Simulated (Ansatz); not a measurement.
Crystal: SnO.

```
Sn O
1.0
     3.35500    0.00000    0.00000
     0.00000    5.67410    0.00000
     0.00000    0.00000    4.22197
Sn O
2 2
Cartesian
  1.6775 4.3582 0.0555
  0.0000 1.3159 2.1665
  1.6775 0.6171 1.0000
  0.0000 5.0570 3.1110
```

The cell comes from a database or a generator and needn't be the stable form of this composition.

Base run:

| Property | Result |
| --- | --- |
| Program | Ansatz 0.2.0 |
| Functional | HSE06 |
| Potentials or basis | Ansatz PAW |
| Cutoff | 420 eV (not typed: the program's choice for these potentials) |
| k mesh | 6 × 4 × 4 |
| Occupations | fermi-dirac, width 0.05 eV |
| Spin | no spin polarisation |

Its results: band gap on the k mesh 2.36 eV, indirect (least direct gap 3.14 eV); pressure -3.3 GPa; largest force 0.763 eV/Å.

The run is repeated on the same cell with these changes: functional from HSE06 to PBE0. What comes out?

Band gap on the k mesh 3.03 eV, indirect (least direct gap 3.81 eV); pressure -3.4 GPa; largest force 0.774 eV/Å.

Caveats: the k mesh misses the band edges, so the gap on the mesh is wider than the one along the path; spin-orbit coupling is left out, which moves the levels of the heavy elements; the PAW data sets come from PBE, with cores solved anew for the run's functional, which leaves a small shift of forces and pressure; the thresholds are loose for stress.
